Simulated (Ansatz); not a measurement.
**Al2P: one candidate of a structure search**

Aim: relax a trial structure of Al2P and see where it ends.

Computed with Ansatz 0.2.0 (DFT PBE, scalar-relativistic, plane waves, PAW, unless a step's input says otherwise).

**1. The structure to begin with**

The structure is tetragonal, space group P4_2/mnm (No. 136). Conventional cell: a = 6.505 Å, b = 6.505 Å, c = 3.231 Å, α = 90.00°, β = 90.00°, γ = 90.00°. Al (site symmetry m2m) has 3 P at 2.57 to 2.60 Å as nearest neighbours. P (site symmetry mmm) is surrounded by 6 Al at 2.57 to 2.60 Å.

As a file:

```cif
data_structure
_symmetry_space_group_name_H-M 'P4_2/mnm'
_symmetry_Int_Tables_number 136
_cell_length_a 6.5052
_cell_length_b 6.5052
_cell_length_c 3.2310
_cell_angle_alpha 90.000
_cell_angle_beta 90.000
_cell_angle_gamma 90.000
_cell_volume 136.73
loop_
_atom_site_label
_atom_site_type_symbol
_atom_site_symmetry_multiplicity
_atom_site_Wyckoff_symbol
_atom_site_fract_x
_atom_site_fract_y
_atom_site_fract_z
_atom_site_occupancy
Al1 Al 4 f 0.27907 0.27907 0.00000 1
P1 P 2 a 0.00000 0.00000 0.00000 1
```

A structure generator made this guess: species swapped into a database cell of PmCl2 (P4_2/mnm, No. 136), with P on the Pm sites and Al on the Cl sites. Its size is a rough estimate.

**2. A first look at the guess**

input.yaml reads:

```yaml
crystal:
  lattice:
    - [6.50519174, 0.0, 0.0]
    - [0.0, 6.50519174, 0.0]
    - [0.0, 0.0, 3.23102143]
  atoms:
    - { symbol: Al, position: [0.27906847, 0.27906847, 0.0] }
    - { symbol: Al, position: [0.72093153, 0.72093153, 0.0] }
    - { symbol: Al, position: [0.77906847, 0.22093153, 0.5] }
    - { symbol: Al, position: [0.22093153, 0.77906847, 0.5] }
    - { symbol: P, position: [0.0, 0.0, 0.0] }
    - { symbol: P, position: [0.5, 0.5, 0.5] }
basis:
  ecutwfc: 420
kpoints:
  mp_grid: { grid: [4, 4, 6] }
hamiltonian:
  xc: pbe
scf:
  occupations: { method: gaussian, width: 0.1 }
  lower_state_search: "off"
output:
  forces: true
  stress: true
  eigenvalues: true
```

Launch:

```
$ ansatz run input.yaml --threads 1 --pin off --max-ram 2048MiB --backend cpu --events-out ev --progress --plain --runs-dir out
```

What it wrote (excerpt; [...] marks lines left out):

```text
[...]
SCF converged after 6 iterations
Free energy (F): -3658.884812 eV
[...]
E sigma→0 (E₀):  -3658.871079 eV
Entropy (-TS):   -0.027467 eV (-4.578 meV/atom)
Fermi energy:    5.121918 eV
[...]
--- Forces (eV/Å), atoms counted from 1 ---
  atom   1  Al     0.01007468     0.01007468     0.00000000
  atom   2  Al    -0.01007468    -0.01007468     0.00000000
  atom   3  Al     0.01007468    -0.01007468     0.00000000
  atom   4  Al    -0.01007468     0.01007468     0.00000000
  atom   5  P      0.00000000    -0.00000000     0.00000000
  atom   6  P      0.00000000     0.00000000     0.00000000
[...]
--- Stress (GPa, compression-positive) ---
       -6.022025       0.000000       0.000000
        0.000000      -6.022025       0.000000
        0.000000       0.000000      -4.711439
  P = ⅓ Tr σ = -5.5852 GPa (-55.852 kbar)
--- Band table (eV; the first three rows and the last of 24) ---
  k-point 0: bands = ["-7.2357", "-6.4887", "-1.8136", "-1.8136", "0.6563", "0.6563", "1.6299", "2.1863", "2.4090", "5.0908", "5.5051", "8.1980", "8.1980", "8.4001", "8.4001", "8.7463", "9.0102"]
[...]
```

Wall time 4 s (1 thread of Arm Neoverse V1, shared host); peak memory 0.35 GiB.

Read-out: pressure -5.6 GPa, largest force 0.01 eV/Å, gap on this mesh none (metal). A cheap, loose relaxation comes first.

**3. Rough relaxation on the coarse mesh**

input.yaml: that of step 2 with these lines changed.

```diff
@@ -25 +25,6 @@
   eigenvalues: true
+relax:
+  adjacent_minimum: "off"
+  f_tol: 0.04
+  max_steps: 70
+  cell: { stress_tol: 0.4 }
```

Launch:

```
$ ansatz run input.yaml --threads 1 --pin off --max-ram 2048MiB --backend cpu --events-out ev --progress --plain --runs-dir out
```

What it wrote:

```text
Warning: RAYON_NUM_THREADS=1 ignored (pool sized by the plan → 1); use --threads N
Engine: ansatz 0.2.0, aarch64-unknown-linux-gnu
Pseudopotentials: kind: paw
Pseudopotential: Al, paw, valence charge 3, recommended cutoff 420 eV (normal), Al.paw.azcp
Pseudopotential: P, paw, valence charge 5, recommended cutoff 420 eV (normal), P.paw.azcp
Functional definition: PBE
  parameter kappa = 0.804
  parameter beta = 0.06672455060314922
  exchange = pbe_x(kappa = kappa, mu = beta*pi^2/3)
  correlation = pbe_c(beta = beta)
Crystal: 6 atoms, lattice volume = 136.729 Å³
Basis set: ecut = 420 eV, 2695 PW (Γ), exchange–correlation on 90×90×48 points (8 copies of the dense FFT grid, shifted against one another)
Bands: 17, of which v1, the nominal top of the filled ones, is band 11 counted from 1 (10 counted from 0)
Symmetry: 16 space group operations
Space group: P42/mnm (ITA 136), of the structure as read, at distance tolerance 5.2e-5 Å
k-points: 24 of 96
Non-local potential: Al, projectors of the file, l = 0: 2, l = 1: 2, l = 2: 1
Non-local potential: P, projectors of the file, l = 0: 2, l = 1: 2, l = 2: 2
PAW form: soft (Blöchl's): semilocal exchange-correlation on the pseudo side does not see the compensation charge
PAW one-centre angular grid: Al, 110 points (default); XC on 64 Gauss nodes
PAW one-centre angular grid: P, 110 points (default); XC on 64 Gauss nodes
Initial density: superposition of atomic densities (neutral atoms: chi_scale 0, normalization atom), corrected by the library's trained network
Initial wavefunctions: pseudopotential atomic-orbital guess
Functional: x = pbe(κ = 0.804, μ = 0.2195149727645171), c = pbe(β = 0.06672455060314922)
SCF iter   1: F=—  HF=-3658.892114 eV  |F-HF|=—  |Δ(HF+E_count)|=         —  Δρ=5.33e-3  dr2=4.88e-2  ethr=1.77e-3  ⟨swp⟩=9.9  Hψ=3232  notcnv=0
preconditioner: auto → Kerker (q_TF=auto, 2.012 Å⁻¹)  [metal: Δε(μ)=0.075 eV  Ē_g=6.740 eV  σ=0.100 eV  W_gap=0.41  n_scr=14 (ndim 8)  ℏωp=14.9 eV  f_vac=0.000  D(μ)=4.72/eV (n_scr^D=38)]
SCF iter   2: F=—  HF=-3658.885464 eV  |F-HF|=—  |Δ(HF+E_count)|=   6.65e-3  Δρ=2.51e-3  dr2=8.30e-3  ethr=2.22e-4  ⟨swp⟩=1.5  Hψ=685  notcnv=0
SCF iter   3: F=—  HF=-3658.884793 eV  |F-HF|=—  |Δ(HF+E_count)|=   6.71e-4  Δρ=3.74e-4  dr2=1.72e-4  ethr=3.77e-5  ⟨swp⟩=2.7  Hψ=674  notcnv=0
SCF iter   4: F=—  HF=-3658.884834 eV  |F-HF|=—  |Δ(HF+E_count)|=   4.06e-5  Δρ=1.21e-4  dr2=2.56e-5  ethr=7.83e-7  ⟨swp⟩=2.5  Hψ=673  notcnv=0
SCF iter   5: F=—  HF=-3658.884813 eV  |F-HF|=—  |Δ(HF+E_count)|=   2.08e-5  Δρ=3.69e-5  dr2=3.09e-6  ethr=1.16e-7  ⟨swp⟩=2.6  Hψ=678  notcnv=0
SCF iter   6: F=-3658.884812 eV  HF=-3658.884812 eV  |F-HF|=3.96e-8  |Δ(HF+E_count)|=   4.74e-7  Δρ=5.73e-6  dr2=7.65e-8  ethr=4.55e-10  ⟨swp⟩=8.8  Hψ=2714  notcnv=0
SCF 1 converged in 6 iterations: F = -3658.884812 eV  dr2 = 7.65e-8
relax step   1: F+E_penalty+E_count = -3658.88481223 eV  Δ(F+E_penalty+E_count) = +0.000e0 eV  max|allowed force component| = 1.007e-2 eV/Å  Δτ_max = 0.0000 Å  P = -5.585 GPa  Ω = 136.729 Å³  (6 SCF iters, dr2 threshold 1.00e-7 eV, accepted)
Crystal: 6 atoms, lattice volume = 121.904 Å³
Basis set: ecut = 420 eV, 2383 PW (Γ), exchange–correlation on 90×90×48 points (8 copies of the dense FFT grid, shifted against one another)
Initial density: handed on by an earlier stage of this run
Initial wavefunctions: those handed on with the density
iter 1 solved again at ethr=1.10e-4 eV; its pass at ethr=3.10e-3 eV (dr2=2.43e-2 eV) is discarded
SCF iter   1: F=—  HF=-3659.239511 eV  |F-HF|=—  |Δ(HF+E_count)|=         —  Δρ=3.68e-3  dr2=2.44e-2  ethr=1.10e-4  ⟨swp⟩=1.9  Hψ=3299  notcnv=0
preconditioner: auto → Kerker (q_TF=auto, 2.051 Å⁻¹)  [metal: Δε(μ)=0.082 eV  Ē_g=7.239 eV  σ=0.100 eV  W_gap=0.43  n_scr=14 (ndim 8)  ℏωp=15.8 eV  f_vac=0.000  D(μ)=2.23/eV (n_scr^D=8)]
SCF iter   2: F=—  HF=-3659.233052 eV  |F-HF|=—  |Δ(HF+E_count)|=   6.46e-3  Δρ=2.20e-3  dr2=8.58e-3  ethr=1.10e-4  ⟨swp⟩=1.0  Hψ=409  notcnv=0
SCF iter   3: F=—  HF=-3659.230276 eV  |F-HF|=—  |Δ(HF+E_count)|=   2.78e-3  Δρ=3.62e-4  dr2=1.76e-4  ethr=3.90e-5  ⟨swp⟩=2.5  Hψ=649  notcnv=0
SCF iter   4: F=—  HF=-3659.230201 eV  |F-HF|=—  |Δ(HF+E_count)|=   7.40e-5  Δρ=1.00e-4  dr2=3.16e-5  ethr=8.02e-7  ⟨swp⟩=2.0  Hψ=655  notcnv=0
SCF iter   5: F=—  HF=-3659.230191 eV  |F-HF|=—  |Δ(HF+E_count)|=   1.04e-5  Δρ=2.23e-5  dr2=1.97e-6  ethr=1.43e-7  ⟨swp⟩=2.7  Hψ=689  notcnv=0
SCF iter   6: F=-3659.230191 eV  HF=-3659.230191 eV  |F-HF|=4.49e-8  |Δ(HF+E_count)|=   4.81e-7  Δρ=7.04e-6  dr2=1.46e-7  ethr=2.73e-9  ⟨swp⟩=7.8  Hψ=2286  notcnv=0
SCF 2 converged in 6 iterations: F = -3659.230191 eV  dr2 = 1.46e-7
relax step   2: F+E_penalty+E_count = -3659.23019059 eV  Δ(F+E_penalty+E_count) = -3.454e-1 eV  max|allowed force component| = 7.180e-2 eV/Å  Δτ_max = 0.0206 Å  P = -1.053 GPa  Ω = 121.904 Å³  energy of the carried Pulay correction = +2.497e-3 eV  (6 SCF iters, dr2 threshold 6.00e-7 eV, accepted)
Crystal: 6 atoms, lattice volume = 118.525 Å³
Basis set: ecut = 420 eV, 2335 PW (Γ), exchange–correlation on 90×90×48 points (8 copies of the dense FFT grid, shifted against one another)
iter 1 solved again at ethr=2.01e-5 eV; its pass at ethr=3.10e-3 eV (dr2=4.42e-3 eV) is discarded
SCF iter   1: F=—  HF=-3659.241786 eV  |F-HF|=—  |Δ(HF+E_count)|=         —  Δρ=1.77e-3  dr2=4.50e-3  ethr=2.01e-5  ⟨swp⟩=2.0  Hψ=3068  notcnv=0
preconditioner: auto → Kerker (q_TF=auto, 2.061 Å⁻¹)  [metal: Δε(μ)=0.082 eV  Ē_g=7.337 eV  σ=0.100 eV  W_gap=0.44  n_scr=14 (ndim 8)  ℏωp=16.0 eV  f_vac=0.000  D(μ)=2.08/eV (n_scr^D=8)]
SCF iter   2: F=—  HF=-3659.240802 eV  |F-HF|=—  |Δ(HF+E_count)|=   9.85e-4  Δρ=1.03e-3  dr2=1.61e-3  ethr=2.01e-5  ⟨swp⟩=1.1  Hψ=410  notcnv=0
SCF iter   3: F=—  HF=-3659.240364 eV  |F-HF|=—  |Δ(HF+E_count)|=   4.37e-4  Δρ=1.58e-4  dr2=3.89e-5  ethr=7.33e-6  ⟨swp⟩=2.3  Hψ=633  notcnv=0
SCF iter   4: F=—  HF=-3659.240318 eV  |F-HF|=—  |Δ(HF+E_count)|=   4.67e-5  Δρ=6.24e-5  dr2=1.11e-5  ethr=1.77e-7  ⟨swp⟩=2.0  Hψ=671  notcnv=0
SCF iter   5: F=—  HF=-3659.240314 eV  |F-HF|=—  |Δ(HF+E_count)|=   3.43e-6  Δρ=1.56e-5  dr2=9.08e-7  ethr=5.03e-8  ⟨swp⟩=2.8  Hψ=690  notcnv=0
SCF iter   6: F=-3659.240314 eV  HF=-3659.240314 eV  |F-HF|=1.73e-8  |Δ(HF+E_count)|=   2.17e-7  Δρ=4.45e-6  dr2=4.72e-8  ethr=2.73e-9  ⟨swp⟩=7.3  Hψ=2108  notcnv=0
SCF 3 converged in 6 iterations: F = -3659.240314 eV  dr2 = 4.72e-8
relax step   3: F+E_penalty+E_count = -3659.24031399 eV  Δ(F+E_penalty+E_count) = -1.012e-2 eV  max|allowed force component| = 2.897e-2 eV/Å  Δτ_max = 0.0216 Å  P = +0.475 GPa  Ω = 118.525 Å³  energy of the carried Pulay correction = +3.105e-3 eV  (6 SCF iters, dr2 threshold 6.00e-7 eV, accepted)
Crystal: 6 atoms, lattice volume = 119.545 Å³
Basis set: ecut = 420 eV, 2351 PW (Γ), exchange–correlation on 90×90×48 points (8 copies of the dense FFT grid, shifted against one another)
iter 1 solved again at ethr=4.80e-6 eV; its pass at ethr=3.10e-3 eV (dr2=1.05e-3 eV) is discarded
SCF iter   1: F=—  HF=-3659.243775 eV  |F-HF|=—  |Δ(HF+E_count)|=         —  Δρ=7.01e-4  dr2=1.05e-3  ethr=4.80e-6  ⟨swp⟩=3.0  Hψ=3052  notcnv=0
preconditioner: auto → Kerker (q_TF=auto, 2.058 Å⁻¹)  [metal: Δε(μ)=0.044 eV  Ē_g=7.295 eV  σ=0.100 eV  W_gap=0.24  n_scr=14 (ndim 8)  ℏωp=15.9 eV  f_vac=0.000  D(μ)=1.92/eV (n_scr^D=8)]
SCF iter   2: F=—  HF=-3659.243563 eV  |F-HF|=—  |Δ(HF+E_count)|=   2.12e-4  Δρ=4.01e-4  dr2=3.51e-4  ethr=4.76e-6  ⟨swp⟩=1.0  Hψ=408  notcnv=0
SCF iter   3: F=—  HF=-3659.243422 eV  |F-HF|=—  |Δ(HF+E_count)|=   1.40e-4  Δρ=6.85e-5  dr2=1.18e-5  ethr=1.60e-6  ⟨swp⟩=2.7  Hψ=639  notcnv=0
SCF iter   4: F=—  HF=-3659.243419 eV  |F-HF|=—  |Δ(HF+E_count)|=   3.41e-6  Δρ=1.47e-5  dr2=6.52e-7  ethr=5.37e-8  ⟨swp⟩=2.5  Hψ=652  notcnv=0
SCF iter   5: F=-3659.243419 eV  HF=-3659.243419 eV  |F-HF|=3.50e-9  |Δ(HF+E_count)|=   1.19e-7  Δρ=4.37e-6  dr2=3.27e-8  ethr=2.73e-9  ⟨swp⟩=7.8  Hψ=2068  notcnv=0
SCF 4 converged in 5 iterations: F = -3659.243419 eV  dr2 = 3.27e-8
relax step   4: F+E_penalty+E_count = -3659.24341878 eV  Δ(F+E_penalty+E_count) = -3.105e-3 eV  max|allowed force component| = 1.235e-2 eV/Å  Δτ_max = 0.0078 Å  P = -0.087 GPa  Ω = 119.545 Å³  energy of the carried Pulay correction = +2.914e-3 eV  (5 SCF iters, dr2 threshold 6.00e-7 eV, accepted)
Initial wavefunctions: pseudopotential atomic-orbital guess (no wavefunctions were taken with the density)
iter 1 solved again at ethr=4.30e-8 eV; its pass at ethr=3.10e-3 eV (dr2=9.47e-6 eV) is discarded
SCF iter   1: F=—  HF=-3659.241944 eV  |F-HF|=—  |Δ(HF+E_count)|=         —  Δρ=4.53e-5  dr2=2.84e-7  ethr=4.30e-8  ⟨swp⟩=4.3  Hψ=4663  notcnv=0
preconditioner: auto → Kerker (q_TF=auto, 2.058 Å⁻¹)  [metal: Δε(μ)=0.045 eV  Ē_g=7.300 eV  σ=0.100 eV  W_gap=0.25  n_scr=14 (ndim 8)  ℏωp=15.9 eV  f_vac=0.000  D(μ)=1.92/eV (n_scr^D=8)]
SCF iter   2: F=—  HF=-3659.241904 eV  |F-HF|=—  |Δ(HF+E_count)|=   3.95e-5  Δρ=2.40e-5  dr2=7.92e-8  ethr=1.29e-9  ⟨swp⟩=2.0  Hψ=645  notcnv=0
SCF iter   3: F=-3659.241906 eV  HF=-3659.241906 eV  |F-HF|=4.34e-9  |Δ(HF+E_count)|=   1.25e-6  Δρ=1.83e-6  dr2=2.41e-9  ethr=1.75e-11  ⟨swp⟩=7.7  Hψ=2568  notcnv=0
SCF 5 converged in 3 iterations: F = -3659.241906 eV  dr2 = 2.41e-9
relax step   5: F+E_penalty+E_count = -3659.24190552 eV  Δ(F+E_penalty+E_count) = +1.513e-3 eV  max|allowed force component| = 1.240e-2 eV/Å  Δτ_max = 0.0000 Å  P = -0.110 GPa  Ω = 119.545 Å³  stress off target by 1.36e-1 GPa  SCF on the basis re-selected at this cell (its energy is not comparable with the rows above)  (3 SCF iters)
basis re-selected at this cell: Δ(F+E_penalty+E_count) = +1.513e-3 eV, ΔP = -0.023 GPa vs the last step (what re-selecting the basis moved, of the pressure what is left beyond the Pulay correction that the steps carried, after the strain that the cell walked since its last selection, with what the two solves' SCF thresholds leave and, on support functions, any second-order correction that the steps lacked; it is no measure of the basis error at this ecutwfc). This SCF's stress stands 1.36e-1 GPa from its target on what of the cell is left free (relax.cell.stress_tol is 4.00e-1 GPa) and its largest allowed force component is 1.24e-2 eV/Å (relax.f_tol is 4.00e-2 eV/Å): within both
SCF converged after 3 iterations
Free energy (F): -3659.241906 eV
Harris-Foulkes:  -3659.241906 eV  (|F-HF|=4.34e-9)
Internal energy: -3659.232295 eV  (E = F + TS)
E sigma→0 (E₀):  -3659.237100 eV
Entropy (-TS):   -0.009611 eV (-1.602 meV/atom)
Fermi energy:    6.372446 eV
--- Per-component energies (eV) ---
  E_band       = 25.238558
  E_kinetic    = 226.440260
  E_local      = -196.730100  (includes V_loc(G=0)·N_el)
  E_nonlocal   = 109.966971
  E_hartree    = 74.071966
  E_xc         = -278.750397
  E_vxc        = -233.248280  (∫ρ·V_xc dr)
  E_paw        = -3007.511810  (= ΣΔE_a)
  E_vpaw       = -29.334694  (= ΣTr[D̂ρ^β])
  E_aug_tail   = -0.000002  (compensation charges beyond the density's cutoff)
  E_ewald      = -586.719183
  E_smearing   = -0.009611  (= −TS)
  E_closure    = 0.000000  (closes the sum)
  Σ components = -3659.241906   (vs F -3659.241906, Δ=0.00e0)
--- Forces (eV/Å), atoms counted from 1 ---
  atom   1  Al     0.01239770     0.01239770     0.00000000
  atom   2  Al    -0.01239770    -0.01239770     0.00000000
  atom   3  Al     0.01239770    -0.01239770     0.00000000
  atom   4  Al    -0.01239770     0.01239770     0.00000000
  atom   5  P     -0.00000000    -0.00000000     0.00000000
  atom   6  P      0.00000000     0.00000000     0.00000000
  max |Σ_I F_I| component: 5.20e-18 eV/Å
--- Stress (GPa, compression-positive) ---
       -0.135611      -0.000000       0.000000
       -0.000000      -0.135611       0.000000
        0.000000       0.000000      -0.058791
  P = ⅓ Tr σ = -0.1100 GPa (-1.100 kbar)
--- Band table (eV; the first three rows and the last of 24) ---
  k-point 0: bands = ["-6.8189", "-5.8980", "-1.1986", "-1.1986", "1.3249", "1.3249", "2.8353", "3.0769", "3.3944", "6.5853", "7.0422", "9.9050", "9.9050", "10.0099", "10.0099", "10.2341", "10.5021"]
  k-point 1: bands = ["-6.4523", "-5.5652", "-0.8066", "-0.8066", "1.6280", "1.6280", "3.0992", "3.4926", "3.6185", "4.1785", "4.8235", "9.2180", "9.2180", "9.8183", "9.8183", "10.7677", "10.8419"]
  k-point 2: bands = ["-5.4333", "-4.7109", "0.3230", "0.3230", "0.8941", "1.4139", "2.3065", "2.3065", "4.7144", "4.7371", "5.0762", "6.4740", "6.4740", "8.1095", "8.1095", "9.3877", "9.3961"]
  k-point 23: bands = ["-4.2856", "-4.2856", "-0.3097", "-0.3097", "1.4664", "1.4664", "1.6531", "1.6531", "5.6068", "5.6068", "6.6070", "6.6070", "7.1086", "7.1086", "7.7877", "7.7877", "9.7787"]
--- Relaxed structure (4 steps of the walk, 4 accepted, 1 SCFs on fresh bases) ---
  F+E_penalty+E_count = -3659.24190552 eV   max|allowed force component| = 1.240e-2 eV/Å   (the final SCF, on the basis selected at the relaxed cell)
  cell:  # Å, volume = 119.5446 Å³
    - [6.2297466850725085, 4.863817105389948e-34, 0.0]
    - [4.863817105389948e-34, 6.2297466850725085, 0.0]
    - [0.0, 0.0, 3.080273672114473]
  atoms:
    - { symbol: Al, position: [0.2753370990866443, 0.2753370990866443, 0.0] }
    - { symbol: Al, position: [0.7246629009133557, 0.7246629009133557, 0.0] }
    - { symbol: Al, position: [0.7753370990866444, 0.2246629009133558, 0.4999999999999999] }
    - { symbol: Al, position: [0.2246629009133558, 0.7753370990866444, 0.4999999999999999] }
    - { symbol: P, position: [-1.1111147483620035e-19, -4.659868004727703e-34, 0.0] }
    - { symbol: P, position: [0.5, 0.5, 0.4999999999999999] }
```

Wall time 21 s (1 thread of Arm Neoverse V1, shared host); peak memory 0.37 GiB.

Step by step:

```csv
step,E - E(step 1) (eV/cell),largest force component (eV/Å),pressure (GPa),volume (Å³)
1,0.0000,0.0101,-5.59,136.73
2,-0.3454,0.0718,-1.05,121.90
3,-0.3555,0.0290,0.48,118.52
4,-0.3586,0.0124,-0.09,119.54
5,-0.3571,0.0124,-0.11,119.54
```

Step 1 is the start. Step 5 repeats the geometry before it on a plane-wave basis chosen anew for that cell, so its energy need not be comparable with the rows above.

|  | before | after | change |
| --- | --- | --- | --- |
| a (Å) | 6.505 | 6.230 | -4.2 % |
| b (Å) | 6.505 | 6.230 | -4.2 % |
| c (Å) | 3.231 | 3.080 | -4.7 % |
| volume (Å³/atom) | 22.79 | 19.92 | -12.6 % |
| shortest distance (Å) | 2.567 | 2.426 | -5.5 % |
| space group (0.01 Å) | P4_2/mnm | P4_2/mnm | same |

The run keeps the 16 symmetry operations of the start, so it could not have lowered the symmetry.

(Part 1 of 2 ends here.)
